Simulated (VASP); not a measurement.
# InP (F-43m) in VASP: notebook

Aim: see how the results for InP move with the level of theory and the settings. Levels: PBE, PBEsol. Tasks: band structure.

Program: VASP 6.6.1. These are calculated values, not measurements. Logs are shortened: lines on timing, memory, paths and dates and some standing lists are left out, and cuts for length are marked.

**Measured values to compare with.**

A printed reference work, data compilation reports, for a bulk crystal of InP at 1.6 K: band gap 1.4236 eV (direct).

How close the calculation comes is told below.

## (1) Starting point

It takes space group F-43m (No. 216, cubic). Conventional cell: a = 5.958 Å, b = 5.958 Å, c = 5.958 Å, α = 90.00°, β = 90.00°, γ = 90.00°. Around In (site symmetry -43m) lie 4 P at 2.58 Å. P (site symmetry -43m) is surrounded by 4 In at 2.58 Å.

## (2) Band structure, PBE

INCAR reads:

```
SYSTEM = InP
ALGO = Normal
EDIFF = 1E-6
ENCUT = 520
GGA = PE
ICORELEVEL = 1
ISIF = 2
ISMEAR = 0
LASPH = .True.
LCHARG = .False.
LREAL = .False.
LWAVE = .False.
NBANDS = 16
NELM = 80
PREC = Accurate
SIGMA = 0.03
```

KPOINTS reads:

```
k-points
0
Gamma
  8 8 8
  0 0 0
```

POSCAR reads:

```
InP                                     
1.0
    0.0000000000      2.9791538216      2.9791538216
    2.9791538216      0.0000000000      2.9791538216
    2.9791538216      2.9791538216      0.0000000000
  In              P             
     1     1
Direct
     0.0000000000000000    0.0000000000000000    0.0000000000000000
     0.2500000000000000    0.2500000000000000    0.2500000000000000
```

KPOINTS_OPT reads:

```
explicit points
159
Reciprocal
 0.0000000000  0.0000000000  0.0000000000 1
 0.0357142857  0.0000000000  0.0357142857 1
 0.0714285714  0.0000000000  0.0714285714 1
 0.1071428571  0.0000000000  0.1071428571 1
 0.1428571429  0.0000000000  0.1428571429 1
 0.1785714286  0.0000000000  0.1785714286 1
[... 151 lines left out ...]
 0.4250000000  0.0000000000  0.4250000000 1
 0.4500000000  0.0000000000  0.4500000000 1
```

Potentials or basis: VASP PAW PBE potentials, release 64 (In_d, P).

Command:

```console
$ cat potpaw_PBE.64/In_d/POTCAR potpaw_PBE.64/P/POTCAR > POTCAR
$ mpirun -np 1 vasp_std > vasp.out
```

OUTCAR:

```text
SYSTEM = InP
   EDIFF = 1E-6
   ENCUT = 520
   GGA = PE
   ISIF = 2
   ISMEAR = 0
   LASPH = .True.
   LREAL = .False.
   NELM = 80
   PREC = Accurate

 ion  position               nearest neighbor table
   1  0.000  0.000  0.000-   2 2.58   2 2.58   2 2.58   2 2.58
   2  0.250  0.250  0.250-   1 2.58   1 2.58   1 2.58   1 2.58

  LATTYP: Found a face centered cubic cell.
 ALAT       =     5.9583076432

  Lattice vectors:

 A1 = (   0.0000000000,   2.9791538216,   2.9791538216)
 A2 = (   2.9791538216,   0.0000000000,   2.9791538216)
 A3 = (   2.9791538216,   2.9791538216,   0.0000000000)

Analysis of symmetry for initial positions (statically):
=====================================================================
 Subroutine PRICEL returns:
 Original cell was already a primitive cell.

 Routine SETGRP: Setting up the symmetry group for a
 face centered cubic supercell.

 Subroutine GETGRP returns: Found 24 space group operations
 (whereof 24 operations were pure point group operations)
 out of a pool of 48 trial point group operations.

The static configuration has the point symmetry T_d .

Analysis of symmetry for dynamics (positions and initial velocities):
=====================================================================
 Subroutine PRICEL returns:
 Original cell was already a primitive cell.

 Routine SETGRP: Setting up the symmetry group for a
 face centered cubic supercell.

 Subroutine GETGRP returns: Found 24 space group operations
 (whereof 24 operations were pure point group operations)
 out of a pool of 48 trial point group operations.

The dynamic configuration has the point symmetry T_d .

 Subroutine INISYM returns: Found 24 space group operations
 (whereof 24 operations are pure point group operations),
 and found     1 'primitive' translations

----------------------------------------------------------------------------------------

                                     Primitive cell

  volume of cell :      52.8821

  direct lattice vectors                    reciprocal lattice vectors
     0.000000000  2.979153822  2.979153822    -0.167832891  0.167832891  0.167832891
     2.979153822  0.000000000  2.979153822     0.167832891 -0.167832891  0.167832891
     2.979153822  2.979153822  0.000000000     0.167832891  0.167832891 -0.167832891

  length of vectors
     4.213159739  4.213159739  4.213159739     0.290695095  0.290695095  0.290695095

  position of ions in fractional coordinates (direct lattice)
     0.000000000  0.000000000  0.000000000
     0.250000000  0.250000000  0.250000000

  ion indices of the primitive-cell ions
   primitive index   ion index
                 1           1
                 2           2

----------------------------------------------------------------------------------------

 KPOINTS: k-points

Automatic generation of k-mesh.
 Grid dimensions read from file:
 generate k-points for:    8    8    8

 Generating k-lattice:

  Cartesian coordinates                     Fractional coordinates (reciprocal lattice)
    -0.020979111  0.020979111  0.020979111     0.125000000  0.000000000  0.000000000
     0.020979111 -0.020979111  0.020979111     0.000000000  0.125000000  0.000000000
     0.020979111  0.020979111 -0.020979111     0.000000000  0.000000000  0.125000000

  Length of vectors
     0.036336887  0.036336887  0.036336887

  Shift w.r.t. Gamma in fractional coordinates (k-lattice)
     0.000000000  0.000000000  0.000000000

 Subroutine IBZKPT returns following result:
 ===========================================

 Found     29 irreducible k-points:

 Following reciprocal coordinates:
            Coordinates               Weight
  0.000000  0.000000  0.000000      1.000000
  0.125000  0.000000  0.000000      8.000000
  0.250000  0.000000  0.000000      8.000000
  0.375000  0.000000  0.000000      8.000000
  0.500000  0.000000  0.000000      4.000000
  0.125000  0.125000  0.000000      6.000000
[... 16 lines left out ...]
  0.500000  0.250000  0.125000     48.000000
 -0.375000  0.250000  0.125000     24.000000
 [... further k-points ...]
   k-points           NKPTS =     29   k-points in BZ     NKDIM =     29   number of bands    NBANDS=     16
   number of dos      NEDOS =    301   number of ions     NIONS =      2
   total plane-waves  NPLWV =  32768
   dimension x,y,z NGX =    32 NGY =   32 NGZ =   32
   dimension x,y,z NGXF=    64 NGYF=   64 NGZF=   64
   ions per type =               1   1
   NGX,Y,Z   is equivalent  to a cutoff of  12.63, 12.63, 12.63 a.u.
   NGXF,Y,Z  is equivalent  to a cutoff of  25.25, 25.25, 25.25 a.u.
 SYSTEM =  InP
   PREC   = accura    normal or accurate (medium, high low for compatibility)
   ISTART =      0    job   : 0-new  1-cont  2-samecut
   ICHARG =      2    charge: 1-file 2-atom 10-const
   ISPIN  =      1    spin polarized calculation?
   LNONCOLLINEAR =      F non collinear calculations
   LSORBIT =      F    spin-orbit coupling
   LASPH  =      T    aspherical Exc in radial PAW
   ENCUT  =  520.0 eV  38.22 Ry    6.18 a.u.   7.83  7.83  7.83*2*pi/ulx,y,z
   NELM   =     80;   NELMIN=  2; NELMDL= -5     # of ELM steps
   EDIFF  = 0.1E-05   stopping-criterion for ELM
   LREAL  =      F    real-space projection
   EDIFFG = 0.1E-04   stopping-criterion for IOM
   NSW    =      0    number of steps for IOM
   IBRION =     -1    ionic relax: 0-MD 1-quasi-New 2-CG
   NFREE  =      0    steps in history (QN), initial steepest desc. (CG)
   ISIF   =      2    stress and relaxation
   ISYM   =      2    0-nonsym 1-usesym 2-fastsym
   POTIM  = 0.5000    time-step for ionic-motion
   TEBEG  =    0.0;   TEEND  =   0.0 temperature during run
   PSTRESS=    0.0 pullay stress
   NELECT =      18.0000    total number of electrons
   NUPDOWN=      -1.0000    fix difference up-down
   EMIN   =  10.00;   EMAX   =-10.00  energy-range for DOS
   EFERMI =   0.00;   METHOD = LEGACY
   ISMEAR =     0;   SIGMA  =   0.03  broadening in eV -4-tet -1-fermi 0-gaus
   EFERMI_NEDOS =   21; number of points for ismear=-14 and -15
   IALGO  =     38    algorithm
   IMIX   =      4    mixing-type and parameters
     AMIX     =   0.40;   BMIX     =  1.00
     AMIX_MAG =   1.60;   BMIX_MAG =  1.00
  volume/ion in A,a.u.               =      26.44       178.43
  Fermi-wavevector in a.u.,A,eV,Ry     =   1.143043  2.160039 17.776669  1.306548
  Thomas-Fermi vector in A             =   2.279740
   LORBIT       =      0    0 simple, 1 ext, 2 COOP (PROOUT), +10 PAW based schemes
   GGA     = PE    functional components
   LHFCALC =     F    Hartree Fock is set to
   AEXX    =    0.0000 exact exchange contribution
   IVDW    =     0    specifies the selected vdW correction
   LEPSILON=     F    determine dielectric tensor
   LRPA    =     F    only Hartree local field effects (RPA)
 non-spin polarized calculation
 Gauss-broadening in eV      SIGMA  =   0.03
  energy-cutoff  :      520.00
  volume of cell :       52.88
 maximum number of plane-waves:      1436
   NGX = 15   NGY = 15   NGZ = 15

 number of electron      18.0000005 magnetization

 Free energy of the ion-electron system (eV)
  ---------------------------------------------------
  ext. energy  EPLUGINS =         0.00000000
  ---------------------------------------------------
  free energy    TOTEN  =        -8.40618832 eV

  energy without entropy =       -8.40618832  energy(sigma->0) =       -8.40618832

 the core state eigenenergies are
   1-  1s -27738.4400  2s  -4144.9587  2p  -3718.9387  3s   -778.9257  3p   -639.4801
       3d   -423.1473  4s   -110.2725  4p    -68.7530
   2-  1s  -2072.7594  2s   -162.9284  2p   -113.4012

 E-fermi :   4.8546     XC(G=0):  -9.0657

 val. band max:        4.6634045627   @ k =   0.0000   0.0000   0.0000
 cond. band min:       5.1054426211   @ k =   0.0000   0.0000   0.0000
 fundamental gap:      0.4420380584
 Fermi energy:         4.8546480495

 k-point     1 :       0.0000    0.0000    0.0000
  band No.  band energies     occupation
      1      -9.4336      2.00000
      2      -9.4336      2.00000
      3      -9.4336      2.00000
      4      -9.3048      2.00000
      5      -9.3048      2.00000
      6      -6.5271      2.00000
[... 8 lines left out ...]
     15      14.0330      0.00000
     16      14.0330      0.00000

 k-point     2 :       0.1250    0.0000    0.0000
  band No.  band energies     occupation
      1      -9.4487      2.00000
      2      -9.4273      2.00000
      3      -9.4273      2.00000
      4      -9.3047      2.00000
      5      -9.3047      2.00000
      6      -6.3625      2.00000
[... 8 lines left out ...]
     15      13.4251      0.00000
     16      13.7889      0.00000

 k-point     3 :       0.2500    0.0000    0.0000
  band No.  band energies     occupation
      1      -9.4839      2.00000
      2      -9.4139      2.00000
      3      -9.4139      2.00000
      4      -9.3025      2.00000
      5      -9.3025      2.00000
      6      -5.9038      2.00000
[... 8 lines left out ...]
     15      13.2056      0.00000
     16      13.6982      0.00000

 k-point     4 :       0.3750    0.0000    0.0000
  band No.  band energies     occupation
      1      -9.5174      2.00000
      2      -9.4038      2.00000
      3      -9.4038      2.00000
      4      -9.2969      2.00000
      5      -9.2969      2.00000
      6      -5.2978      2.00000
[... 8 lines left out ...]
     15      14.0882      0.00000
     16      14.0882      0.00000
[... 156 lines left out ...]
      2      -9.3906      2.00000
      3      -9.3906      2.00000
      4      -9.3237      2.00000
      5      -9.2901      2.00000
      6      -5.6965      2.00000
[... 8 lines left out ...]
     15      14.5802      0.00000
     16      16.4360      0.00000

 k-point    14 :       0.3750    0.2500    0.0000
  band No.  band energies     occupation
      1      -9.5430      2.00000
      2      -9.3797      2.00000
      3      -9.3763      2.00000
      4      -9.3274      2.00000
      5      -9.2855      2.00000
      6      -5.2163      2.00000
[... 8 lines left out ...]
     15      15.0208      0.00000
     16      16.5684      0.00000

 k-point    15 :       0.5000    0.2500    0.0000
  band No.  band energies     occupation
      1      -9.5520      2.00000
      2      -9.3812      2.00000
      3      -9.3710      2.00000
      4      -9.3209      2.00000
      5      -9.2869      2.00000
      6      -4.7176      2.00000
[... 8 lines left out ...]
     15      15.3135      0.00000
     16      16.3738      0.00000

 k-point    16 :      -0.3750    0.2500    0.0000
  band No.  band energies     occupation
      1      -9.5450      2.00000

------------------------ aborting loop because EDIFF is reached ----------------------------------------

  FORCE on cell =-STRESS in cart. coord.  units (eV):
  Direction    XX          YY          ZZ          XY          YZ          ZX
  --------------------------------------------------------------------------------------
  -------------------------------------------------------------------------------------
  Total       -0.0085400     -0.0085400     -0.0085400     -0.0000000     -0.0000000      0.0000000
  in kB       -0.2587387     -0.2587387     -0.2587387     -0.0000000     -0.0000000      0.0000000
  external PRESSURE =      -0.2587387 kB  Pullay stress =       0.0000000 kB

 VOLUME and BASIS-vectors are now :
 -----------------------------------------------------------------------------
  energy-cutoff  :      520.00
  volume of cell :       52.88
      direct lattice vectors                 reciprocal lattice vectors
     0.000000000  2.979153822  2.979153822    -0.167832891  0.167832891  0.167832891
     2.979153822  0.000000000  2.979153822     0.167832891 -0.167832891  0.167832891
     2.979153822  2.979153822  0.000000000     0.167832891  0.167832891 -0.167832891

 POSITION                                       TOTAL-FORCE (eV/Angst)
 -----------------------------------------------------------------------------------
      0.00000      0.00000      0.00000         0.000000      0.000000      0.000000
      1.48958      1.48958      1.48958        -0.000000     -0.000000     -0.000000
 -----------------------------------------------------------------------------------
    total drift:                               -0.000000     -0.000000     -0.000000

  FREE ENERGIE OF THE ION-ELECTRON SYSTEM (eV)
  ---------------------------------------------------
  free  energy   TOTEN  =        -8.4061883225 eV

  energy  without entropy=       -8.4061883225  energy(sigma->0) =       -8.40618832
```

Wall time 27 s (1 thread of Intel Xeon 6975P-C (Granite Rapids), shared host); peak memory 0.18 GiB.

Results:

```
Free energy             : -8.4062 eV
Pressure                : 0.0 GPa
Band gap on the k mesh  : 0.44 eV, direct
Band gap along the path : 0.44 eV, direct
```

Levels at the corners of the path, in eV from the valence-band top:
| point | band 5 | band 6 | band 7 | band 8 | band 9 | band 10 | band 11 | band 12 | band 13 | band 14 |
| --- | --- | --- | --- | --- | --- | --- | --- | --- | --- | --- |
| Γ | -13.97 | -11.19 | 0.00 | 0.00 | 0.00 | 0.44 | 4.09 | 4.09 | 4.09 | 8.35 |
| X | -13.94 | -9.03 | -5.54 | -2.16 | -2.16 | 1.84 | 2.26 | 8.91 | 9.27 | 9.27 |
| X | -13.94 | -9.03 | -5.54 | -2.16 | -2.16 | 1.84 | 2.26 | 8.91 | 9.27 | 9.27 |
| W | -13.96 | -8.96 | -5.40 | -2.75 | -2.70 | 4.18 | 4.29 | 5.45 | 6.21 | 9.81 |
| W | -13.96 | -8.96 | -5.40 | -2.75 | -2.70 | 4.18 | 4.29 | 5.45 | 6.21 | 9.81 |
| K | -13.95 | -9.04 | -5.41 | -3.07 | -1.80 | 2.38 | 4.29 | 7.37 | 7.41 | 7.97 |
| K | -13.95 | -9.04 | -5.41 | -3.07 | -1.80 | 2.38 | 4.29 | 7.37 | 7.41 | 7.97 |
| Γ | -13.97 | -11.19 | 0.00 | 0.00 | 0.00 | 0.44 | 4.09 | 4.09 | 4.09 | 8.35 |
| Γ | -13.97 | -11.19 | 0.00 | 0.00 | 0.00 | 0.44 | 4.09 | 4.09 | 4.09 | 8.35 |
| L | -13.96 | -9.62 | -5.48 | -0.90 | -0.90 | 1.38 | 4.80 | 4.80 | 6.99 | 9.26 |
| L | -13.96 | -9.62 | -5.48 | -0.90 | -0.90 | 1.38 | 4.80 | 4.80 | 6.99 | 9.26 |
| U | -13.95 | -9.04 | -5.41 | -3.07 | -1.80 | 2.38 | 4.29 | 7.37 | 7.41 | 7.97 |
| U | -13.95 | -9.04 | -5.41 | -3.07 | -1.80 | 2.38 | 4.29 | 7.37 | 7.41 | 7.97 |
| W | -13.96 | -8.96 | -5.40 | -2.75 | -2.70 | 4.18 | 4.29 | 5.45 | 6.21 | 9.81 |
| W | -13.96 | -8.96 | -5.40 | -2.75 | -2.70 | 4.18 | 4.29 | 5.45 | 6.21 | 9.81 |
| L | -13.96 | -9.62 | -5.48 | -0.90 | -0.90 | 1.38 | 4.80 | 4.80 | 6.99 | 9.26 |
| L | -13.96 | -9.62 | -5.48 | -0.90 | -0.90 | 1.38 | 4.80 | 4.80 | 6.99 | 9.26 |
| K | -13.95 | -9.04 | -5.41 | -3.07 | -1.80 | 2.38 | 4.29 | 7.37 | 7.41 | 7.97 |
| U | -13.95 | -9.04 | -5.41 | -3.07 | -1.80 | 2.38 | 4.29 | 7.37 | 7.41 | 7.97 |
| X | -13.94 | -9.03 | -5.54 | -2.16 | -2.16 | 1.84 | 2.26 | 8.91 | 9.27 | 9.27 |

Core levels (eV, on the scale of the bands):
```
atom                                                                                     levels
1 In  1s -27738.4, 2s -4145.0, 2p -3718.9, 3s -778.9, 3p -639.5, 3d -423.1, 4s -110.3, 4p -68.8
 2 P                                                           1s -2072.8, 2s -162.9, 2p -113.4
```

Caveat: spin-orbit coupling is left out, which moves the levels of the heavy elements.

[end of part 1 of 2]
